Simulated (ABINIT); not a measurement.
# SiC (Moissanite 3C): from the cell to the phonon bands, part 3 of 4

How does SiC (Moissanite 3C) vibrate, and is this structure a minimum?

ABINIT 10.8.3; DFT PBE, scalar-relativistic, plane waves, PseudoDojo stringent norm-conserving pseudopotentials.

So far. Step 6 (Zone-centre response): The acoustic modes at Γ come out as far as 0.3 cm⁻¹ from zero, where they should vanish, a small numerical error; the Born charges miss their sum rule by 0.035 e, which is fair. Step 7 (Modes with the sum rule): The rule moves no optical mode by more than 0.1 cm⁻¹. The relaxed cell has a = 4.380 Å (conventional setting).

## Step 8: Linear response on the mesh

Linear response treats each wavevector in the unit cell, with no supercell; the 4×4×4 mesh fixes the range of the force constants to be had.

The input, dfpt_q.abi:

```
ndtset 7

# wavevectors
qpt1 0.25 0.0 0.0
qpt2 0.5 0.0 0.0
qpt3 0.25 0.25 0.0
qpt4 0.5 0.25 0.0
qpt5 -0.25 0.25 0.0
qpt6 0.5 0.5 0.0
qpt7 -0.25 0.5 0.25

# displacements
getwfk_filepath "gso_WFK"
getwfq_filepath "gso_WFK"
kptopt 3
nqpt 1
rfphon 1
rfatpol 1 2
rfdir 1 1 1
tolvrs 1.0d-10
prtwf 0

# basis, mesh and filling
ecut 37.0
ngkpt 8 8 8
nshiftk 1
shiftk 0.0 0.0 0.0
istwfk *1
occopt 1
nband 4
nstep 100
diemac 9.0
prtebands 0
prtgsr 0
useylm 1

# cell and atoms
acell 3*1.0 Angstrom
rprim 
    0.0 2.190032261 2.190032261
    2.190032261 0.0 2.190032261
    2.190032261 2.190032261 0.0
ntypat 2
znucl 14 6
natom 2
typat 1 2
xred 
    0.0 0.0 0.0
    0.25 0.25 0.25
pp_dirpath "./pseudo"
pseudos "Si.upf, C.upf"
```

The run is started by

```console
$ OMP_NUM_THREADS=1 mpirun -n 4 abinit dfpt_q.abi > dfpt_q.log
```

Numbers of over 12 decimals in the logs are rounded to 6 here.

dfpt_q.abo, the main output file:

```text
[banners, grids, parts of the stress and lines that vanish by symmetry left out]
- input  file    -> dfpt_q.abi
- output file    -> dfpt_q.abo
- root for input  files -> dfpt_qi
[...]
DATASET    1 : space group F-4 3 m (#216); Bravais cF (face-center cubic)
[...]
nfft =       46656          nkpt =         512
[...]
DATASET    2 : space group F-4 3 m (#216); Bravais cF (face-center cubic)
[...]
nfft =       46656          nkpt =         512
[...]
DATASET    3 : space group F-4 3 m (#216); Bravais cF (face-center cubic)
[...]
nfft =       46656          nkpt =         512
[...]
DATASET    4 : space group F-4 3 m (#216); Bravais cF (face-center cubic)
[...]
nfft =       46656          nkpt =         512
[...]
DATASET    5 : space group F-4 3 m (#216); Bravais cF (face-center cubic)
[...]
nfft =       46656          nkpt =         512
[...]
DATASET    6 : space group F-4 3 m (#216); Bravais cF (face-center cubic)
[...]
nfft =       46656          nkpt =         512
[...]
DATASET    7 : space group F-4 3 m (#216); Bravais cF (face-center cubic)
[...]
nfft =       46656          nkpt =         512
[...]
== DATASET  1 ==================================================================
[...]
cutoff_energies: {ecut:  37.0, pawecutdg:  -1.0, }
[...]
Perturbation : displacement of atom   1   along direction   1
[...]
-ETOT  1   13.461300682593     -6.806E+01 3.925E-01 1.600E+05
 ETOT  2   10.050270546973     -3.411E+00 2.160E-02 2.265E+03
 ETOT  3   9.973792     -7.648E-02 2.164E-03 4.267E+02
 ETOT  4   9.946321     -2.747E-02 2.453E-04 7.844E+01
 ETOT  5   9.943009     -3.311E-03 2.846E-05 1.020E-01
[...]
At SCF step   13       vres2   =  5.69E-12 < tolvrs=  1.00E-10 =>converged.
[...]
Perturbation : displacement of atom   1   along direction   2
[...]
-ETOT  1   6.877929     -4.449E+01 3.011E-01 6.155E+02
[...]
At SCF step    9       vres2   =  8.13E-11 < tolvrs=  1.00E-10 =>converged.
[...]
Perturbation : displacement of atom   2   along direction   1
[...]
-ETOT  1   17.190923255212     -5.828E+02 1.661E+00 2.926E+05
[...]
At SCF step   13       vres2   =  1.42E-12 < tolvrs=  1.00E-10 =>converged.
[...]
Perturbation : displacement of atom   2   along direction   2
[...]
-ETOT  1   8.844902     -5.610E+02 1.467E+00 6.835E+03
[...]
At SCF step   11       vres2   =  1.41E-11 < tolvrs=  1.00E-10 =>converged.
[...]
Phonon wavevector (reduced coordinates) :  0.25000  0.00000  0.00000
 Phonon energies in Hartree :
[...]
Phonon frequencies in cm-1    :
-  1.950436E+02  1.950436E+02  3.963523E+02  7.623311E+02  7.623311E+02
-  8.983028E+02
[...]
== DATASET  2 ==================================================================
[...]
cutoff_energies: {ecut:  37.0, pawecutdg:  -1.0, }
[...]
Perturbation : displacement of atom   1   along direction   1
[...]
-ETOT  1   12.069751463796     -6.835E+01 7.237E-01 9.685E+03
[...]
Perturbation : displacement of atom   1   along direction   2
[...]
-ETOT  1   7.185592     -4.528E+01 4.382E-01 7.718E+02
[...]
Perturbation : displacement of atom   2   along direction   1
[...]
-ETOT  1   15.372818961607     -5.835E+02 1.602E+00 6.368E+04
[...]
Perturbation : displacement of atom   2   along direction   2
[...]
-ETOT  1   9.132484     -5.618E+02 2.205E+00 7.694E+03
[...]
Phonon wavevector (reduced coordinates) :  0.50000  0.00000  0.00000
 Phonon energies in Hartree :
[...]
Phonon frequencies in cm-1    :
-  2.588573E+02  2.588573E+02  6.005951E+02  7.497137E+02  7.497137E+02
-  8.151382E+02
[...]
== DATASET  3 ==================================================================
[...]
cutoff_energies: {ecut:  37.0, pawecutdg:  -1.0, }
[...]
Perturbation : displacement of atom   1   along direction   1
[...]
-ETOT  1   11.124041120770     -6.153E+01 4.397E-01 5.642E+04
[...]
Perturbation : displacement of atom   2   along direction   1
[...]
-ETOT  1   14.819164136126     -5.763E+02 1.600E+00 1.594E+05
[...]
Phonon wavevector (reduced coordinates) :  0.25000  0.25000  0.00000
 Phonon energies in Hartree :
[...]
Phonon frequencies in cm-1    :
-  2.716257E+02  2.716257E+02  3.937057E+02  7.600056E+02  7.600056E+02
-  9.014406E+02
[...]
== DATASET  4 ==================================================================
[...]
cutoff_energies: {ecut:  37.0, pawecutdg:  -1.0, }
[...]
Perturbation : displacement of atom   1   along direction   1
[...]
-ETOT  1   10.937926575482     -6.516E+01 4.390E-01 3.317E+03
[...]
Perturbation : displacement of atom   1   along direction   2
[...]
-ETOT  1   9.032240     -5.271E+01 4.551E-01 2.250E+03
[...]
Perturbation : displacement of atom   1   along direction   3
[...]
-ETOT  1   7.244942     -4.799E+01 3.274E-01 1.075E+03
[...]
Perturbation : displacement of atom   2   along direction   1
[...]
-ETOT  1   14.848824753614     -5.797E+02 2.433E+00 5.680E+04
[...]
Phonon wavevector (reduced coordinates) :  0.50000  0.25000  0.00000
 Phonon energies in Hartree :
[...]
Phonon frequencies in cm-1    :
-  3.244388E+02  3.974762E+02  5.316529E+02  7.451618E+02  7.515229E+02
-  8.382314E+02
[...]
== DATASET  5 ==================================================================
[...]
cutoff_energies: {ecut:  37.0, pawecutdg:  -1.0, }
[...]
Perturbation : displacement of atom   2   along direction   1
[...]
-ETOT  1   12.558288029893     -5.711E+02 1.910E+00 4.009E+04
[...]
Perturbation : displacement of atom   2   along direction   3
[...]
-ETOT  1   9.188119     -5.618E+02 2.177E+00 8.082E+03
[...]
Phonon wavevector (reduced coordinates) : -0.25000  0.25000  0.00000
 Phonon energies in Hartree :
[...]
Phonon frequencies in cm-1    :
-  2.862256E+02  3.906247E+02  4.773118E+02  7.421575E+02  7.627105E+02
-  8.559803E+02
[...]
== DATASET  6 ==================================================================
[...]
cutoff_energies: {ecut:  37.0, pawecutdg:  -1.0, }
[...]
Perturbation : displacement of atom   1   along direction   1
[...]
-ETOT  1   11.243170046963     -5.939E+01 5.447E-01 2.627E+03
[...]
Perturbation : displacement of atom   2   along direction   1
[...]
-ETOT  1   13.240352788085     -5.759E+02 4.933E+00 3.332E+04
[...]
Phonon wavevector (reduced coordinates) :  0.50000  0.50000  0.00000
 Phonon energies in Hartree :
[...]
Phonon frequencies in cm-1    :
-  3.610648E+02  3.610648E+02  6.221118E+02  7.436895E+02  7.436895E+02
-  8.040745E+02
[...]
== DATASET  7 ==================================================================
[...]
cutoff_energies: {ecut:  37.0, pawecutdg:  -1.0, }
[...]
Perturbation : displacement of atom   1   along direction   1
[...]
-ETOT  1   8.958676     -5.596E+01 4.873E-01 2.728E+03
[...]
Perturbation : displacement of atom   1   along direction   2
[...]
-ETOT  1   10.472091134247     -5.902E+01 6.873E-01 3.824E+03
[...]
Perturbation : displacement of atom   2   along direction   1
[...]
-ETOT  1   12.564317218165     -5.708E+02 1.369E+00 2.616E+04
[...]
At SCF step   12       vres2   =  7.56E-12 < tolvrs=  1.00E-10 =>converged.
[...]
Perturbation : displacement of atom   2   along direction   2
[...]
-ETOT  1   13.520062086507     -5.744E+02 1.273E+00 3.210E+04
[...]
ETOT 11   9.130338     -1.251E-12 9.958E-15 1.121E-10
 ETOT 12   9.130338     -6.139E-12 4.830E-16 2.715E-12
 At SCF step   12       vres2   =  2.71E-12 < tolvrs=  1.00E-10 =>converged.
[...]
Phonon wavevector (reduced coordinates) : -0.25000  0.50000  0.25000
 Phonon energies in Hartree :
[...]
Phonon frequencies in cm-1    :
-  3.943965E+02  4.548271E+02  5.259572E+02  7.187661E+02  7.545211E+02
-  8.350351E+02
[...]
fcart7     0.0000000000E+00  0.0000000000E+00  0.0000000000E+00
       
================================================================================
```

The job ended after 11 min (4 MPI ranks of Arm Neoverse V2, shared host).

This step gave:

```yaml
lowest_mode_on_the_q_mesh_acoustic_ones_at_the_zone_centre_apart: 195.0 cm⁻¹
```

Frequencies (cm⁻¹) before the sum rule at the irreducible wavevectors but Γ, which is solved apart; negative means imaginary. Frequencies by wavevector:

```
 q (fractions)  star  mode 1  mode 2  mode 3  mode 4  mode 5  mode 6
      0.25 0 0     8     195     195   396.4   762.3   762.3   898.3
       0.5 0 0     4   258.9   258.9   600.6   749.7   749.7   815.1
   0.25 0.25 0     6   271.6   271.6   393.7     760     760   901.4
    0.5 0.25 0    24   324.4   397.5   531.6   745.2   751.5   838.2
  -0.25 0.25 0    12   286.2   390.6   477.3   742.2   762.7     856
     0.5 0.5 0     3   361.1   361.1   622.1   743.7   743.7   804.1
-0.25 0.5 0.25     6   394.4   454.8     526   718.8   754.5     835
```

## Step 9: Dispersion

anaddb transforms the dynamical matrices to force constants, with the dipole-dipole part treated apart, and back along the path; points of the mesh come back as solved, but for the sum rule and, in polar crystals, the LO-TO term at Γ; the rest is interpolation.

The input, anaddb.abi:

```
ddb_filepath "all_DDB"
output_file "anaddb.abo"
outdata_prefix "anaddb"
ifcflag 1
ngqpt 4 4 4
nqshft 1
q1shft 0.0 0.0 0.0
asr 1
chneut 1
dipdip 1
dipquad 0
quadquad 0
enunit 0
eivec 0
nph1l 62
qph1l 
    -5.0d-06 -5.0d-06 0.0 1.0
    -0.05 -0.05 0.0 1.0
    -0.1 -0.1 0.0 1.0
    -0.15 -0.15 0.0 1.0
    -0.2 -0.2 0.0 1.0
    -0.25 -0.25 0.0 1.0
    -0.3 -0.3 0.0 1.0
    -0.35 -0.35 0.0 1.0
    -0.4 -0.4 0.0 1.0
    -0.45 -0.45 0.0 1.0
    -0.5 -0.5 0.0 1.0
    -0.4875 -0.4875 0.025 1.0
    -0.475 -0.475 0.05 1.0
    -0.4625 -0.4625 0.075 1.0
    -0.45 -0.45 0.1 1.0
    -0.4375 -0.4375 0.125 1.0
    -0.425 -0.425 0.15 1.0
    -0.4125 -0.4125 0.175 1.0
    -0.4 -0.4 0.2 1.0
    -0.3875 -0.3875 0.225 1.0
    -0.375 -0.375 0.25 1.0
    -0.375 0.0 0.375 1.0
    -0.3375 0.0 0.3375 1.0
    -0.3 0.0 0.3 1.0
    -0.2625 0.0 0.2625 1.0
    -0.225 0.0 0.225 1.0
    -0.1875 0.0 0.1875 1.0
    -0.15 0.0 0.15 1.0
    -0.1125 0.0 0.1125 1.0
    -0.075 0.0 0.075 1.0
    -0.0375 0.0 0.0375 1.0
    0.0 0.0 5.0d-06 1.0
    0.0 0.0 0.05 1.0
    0.0 0.0 0.1 1.0
    0.0 0.0 0.15 1.0
    0.0 0.0 0.2 1.0
    0.0 0.0 0.25 1.0
    0.0 0.0 0.3 1.0
    0.0 0.0 0.35 1.0
    0.0 0.0 0.4 1.0
    0.0 0.0 0.45 1.0
    0.0 0.0 0.5 1.0
    -0.05 -0.025 0.475 1.0
    -0.1 -0.05 0.45 1.0
    -0.15 -0.075 0.425 1.0
    -0.2 -0.1 0.4 1.0
    -0.25 -0.125 0.375 1.0
    -0.3 -0.15 0.35 1.0
    -0.35 -0.175 0.325 1.0
    -0.4 -0.2 0.3 1.0
    -0.45 -0.225 0.275 1.0
    -0.5 -0.25 0.25 1.0
    -0.5 -0.275 0.225 1.0
    -0.5 -0.3 0.2 1.0
    -0.5 -0.325 0.175 1.0
    -0.5 -0.35 0.15 1.0
    -0.5 -0.375 0.125 1.0
    -0.5 -0.4 0.1 1.0
    -0.5 -0.425 0.075 1.0
    -0.5 -0.45 0.05 1.0
    -0.5 -0.475 0.025 1.0
    -0.5 -0.5 0.0 1.0
```

The input, mrgddb.in:

```
all_DDB
merged
8
dfpt_gammao_DS2_DDB
dfpt_qo_DS1_DDB
dfpt_qo_DS2_DDB
dfpt_qo_DS3_DDB
dfpt_qo_DS4_DDB
dfpt_qo_DS5_DDB
dfpt_qo_DS6_DDB
dfpt_qo_DS7_DDB
```

The run is started by

```console
$ mrgddb < mrgddb.in > mrgddb.log
$ OMP_NUM_THREADS=1 anaddb anaddb.abi > anaddb.log
```

anaddb.abo, the main output file:

```text
[banners, grids, parts of the stress and lines that vanish by symmetry left out]
-outvars_anaddb: echo values of input variables ----------------------

 Flags :
[...]
Dielectric Tensor and Effective Charges
[...]
Effective charge tensors after
[...]
Phonon wavevector (reduced coordinates) : -0.00000 -0.00000  0.00000
 Phonon energies in Hartree :
[...]
Phonon frequencies in cm-1    :
-  6.190685E-03  6.190699E-03  8.626885E-03  7.770031E+02  7.770031E+02
-  9.427662E+02
[...]
Phonon wavevector (reduced coordinates) : -0.05000 -0.05000  0.00000
 Phonon energies in Hartree :
[...]
Phonon frequencies in cm-1    :
-  6.133074E+01  6.133074E+01  8.580064E+01  7.760869E+02  7.760869E+02
-  9.406594E+02
[...]
Phonon wavevector (reduced coordinates) : -0.10000 -0.10000  0.00000
 Phonon energies in Hartree :
[...]
Phonon frequencies in cm-1    :
-  1.210656E+02  1.210656E+02  1.694876E+02  7.735072E+02  7.735072E+02
-  9.347767E+02
[...]
Phonon wavevector (reduced coordinates) : -0.15000 -0.15000  0.00000
 Phonon energies in Hartree :
[...]
Phonon frequencies in cm-1    :
-  1.773620E+02  1.773620E+02  2.493260E+02  7.696748E+02  7.696748E+02
-  9.260426E+02
[...]
Phonon wavevector (reduced coordinates) : -0.20000 -0.20000  0.00000
 Phonon energies in Hartree :
[...]
Phonon frequencies in cm-1    :
-  2.281769E+02  2.281769E+02  3.242090E+02  7.650454E+02  7.650454E+02
-  9.150393E+02
  Phonon wavevector (reduced coordinates) : -0.25000 -0.25000  0.00000
 Phonon energies in Hartree :
[...]
Phonon frequencies in cm-1    :
-  2.716256E+02  2.716256E+02  3.937055E+02  7.600054E+02  7.600054E+02
-  9.014405E+02
  Phonon wavevector (reduced coordinates) : -0.30000 -0.30000  0.00000
 Phonon energies in Hartree :
[...]
Phonon frequencies in cm-1    :
-  3.063975E+02  3.063975E+02  4.578110E+02  7.549332E+02  7.549332E+02
-  8.842221E+02
  Phonon wavevector (reduced coordinates) : -0.35000 -0.35000  0.00000
 Phonon energies in Hartree :
[...]
Phonon frequencies in cm-1    :
-  3.320117E+02  3.320117E+02  5.162900E+02  7.503145E+02  7.503145E+02
-  8.626498E+02
  Phonon wavevector (reduced coordinates) : -0.40000 -0.40000  0.00000
 Phonon energies in Hartree :
[...]
Phonon frequencies in cm-1    :
-  3.488872E+02  3.488872E+02  5.675219E+02  7.466903E+02  7.466903E+02
-  8.377702E+02
  Phonon wavevector (reduced coordinates) : -0.45000 -0.45000  0.00000
 Phonon energies in Hartree :
[...]
Phonon frequencies in cm-1    :
-  3.581567E+02  3.581567E+02  6.064226E+02  7.444407E+02  7.444407E+02
-  8.145655E+02
  Phonon wavevector (reduced coordinates) : -0.50000 -0.50000  0.00000
 Phonon energies in Hartree :
[...]
Phonon frequencies in cm-1    :
-  3.610647E+02  3.610647E+02  6.221118E+02  7.436893E+02  7.436893E+02
-  8.040743E+02
  Phonon wavevector (reduced coordinates) : -0.48750 -0.48750  0.02500
 Phonon energies in Hartree :
[...]
Phonon frequencies in cm-1    :
-  3.609787E+02  3.623521E+02  6.213009E+02  7.434212E+02  7.436266E+02
-  8.046159E+02
  Phonon wavevector (reduced coordinates) : -0.47500 -0.47500  0.05000
 Phonon energies in Hartree :
[...]
Phonon frequencies in cm-1    :
-  3.607160E+02  3.661239E+02  6.188880E+02  7.426537E+02  7.434400E+02
-  8.061958E+02
  Phonon wavevector (reduced coordinates) : -0.46250 -0.46250  0.07500
 Phonon energies in Hartree :
[...]
Phonon frequencies in cm-1    :
-  3.602629E+02  3.721218E+02  6.149318E+02  7.414869E+02  7.431339E+02
-  8.086917E+02
[...]
-  2.588572E+02  2.588572E+02  6.005951E+02  7.497136E+02  7.497136E+02
-  8.151380E+02
  Phonon wavevector (reduced coordinates) : -0.05000 -0.02500  0.47500
 Phonon energies in Hartree :
[...]
Phonon frequencies in cm-1    :
-  2.618594E+02  2.668802E+02  5.977706E+02  7.493434E+02  7.499259E+02
-  8.164152E+02
  Phonon wavevector (reduced coordinates) : -0.10000 -0.05000  0.45000
 Phonon energies in Hartree :
[...]
Phonon frequencies in cm-1    :
-  2.706972E+02  2.885775E+02  5.896901E+02  7.483439E+02  7.501879E+02
-  8.200918E+02
  Phonon wavevector (reduced coordinates) : -0.15000 -0.07500  0.42500
 Phonon energies in Hartree :
[...]
Phonon frequencies in cm-1    :
-  2.847972E+02  3.186304E+02  5.774990E+02  7.469713E+02  7.497499E+02
-  8.255347E+02
  Phonon wavevector (reduced coordinates) : -0.20000 -0.10000  0.40000
 Phonon energies in Hartree :
[...]
Phonon frequencies in cm-1    :
-  3.030641E+02  3.516939E+02  5.629782E+02  7.452747E+02  7.483431E+02
-  8.314928E+02
  Phonon wavevector (reduced coordinates) : -0.25000 -0.12500  0.37500
 Phonon energies in Hartree :
[...]
Phonon frequencies in cm-1    :
-  3.238590E+02  3.836777E+02  5.483239E+02  7.422237E+02  7.472210E+02
-  8.364426E+02
  Phonon wavevector (reduced coordinates) : -0.30000 -0.15000  0.35000
 Phonon energies in Hartree :
[...]
Phonon frequencies in cm-1    :
[...]
Phonon wavevector (reduced coordinates) : -0.50000 -0.47500  0.02500
 Phonon energies in Hartree :
[...]
Phonon frequencies in cm-1    :
-  3.618412E+02  3.626936E+02  6.204930E+02  7.427783E+02  7.439534E+02
-  8.051399E+02
  Phonon wavevector (reduced coordinates) : -0.50000 -0.50000  0.00000
 Phonon energies in Hartree :
[...]
Phonon frequencies in cm-1    :
-  3.610647E+02  3.610647E+02  6.221118E+02  7.436893E+02  7.436893E+02
-  8.040743E+02
-
```

It took 0.67 s on 1 thread.

This step gave:

```yaml
lowest_frequency_on_the_path: 0 cm⁻¹
```

Anaddb, dipole-dipole term. The phonon branches at the labelled points (cm⁻¹):

```
    point  branch 1  branch 2  branch 3  branch 4  branch 5  branch 6
        Γ         0         0         0       777       777       943
  halfway       272       272       394       760       760       901
        X       361       361       622       744       744       804
  halfway       359       389       603       738       742       816
        U       349       436       556       734       739       836
jump to K       349       436       556       734       739       836
  halfway       228       316       410       754       772       878
        Γ         0         0         0       777       777       943
  halfway       195       195       396       762       762       898
        L       259       259       601       750       750       815
  halfway       324       384       548       742       747       836
        W       394       455       526       719       754       835
  halfway       377       398       585       729       749       822
        X       361       361       622       744       744       804
```

The phonon branches as a text plot (rows in cm⁻¹):

```
    923 |******                   **********
    884 |      **               **          **
    845 |        ***     *******              **    **********
    805 |           *****                       ****          ***
    766 |***********        ***********************************
    727 |           ************                     ************
    687 |
    648 |
    609 |           ****                         ***          ***
    570 |         **    ***                    **   **      **
    530 |        *         *                  *       ******
    491 |                   ***
    452 |       *         ***  *             *          ****
    412 |      *        **   ** *           *          *  ****
    373 |           *****      *                      * **  *****
    334 |    **  ***     ****   **         *        ****
    295 |       *            **   **               ***
    255 |   *  *               * *        *   ******
    216 |    **                 * **         *
    177 |  **                    *  *    * **
    137 |  *                      ***     *
     98 | *                         **  **
     59 | *                          *  *
     20 |*                            **
         Γ           X  U|K            Γ         L        W     X
```

All branches are real along the path.

(Continued in part 4 of 4.)

[Host names and launcher messages were left out of these logs when they were recorded.]

[Logs are printed without paths, hosts, clocks, repeated set-up lines and the standing remarks that a program may print on its own settings, such as how far it seeks lower states.]

[Hosts, paths, dates, database ids (printed as entryN), source tags and the programs' standing remarks are cut or masked in the printed files.]
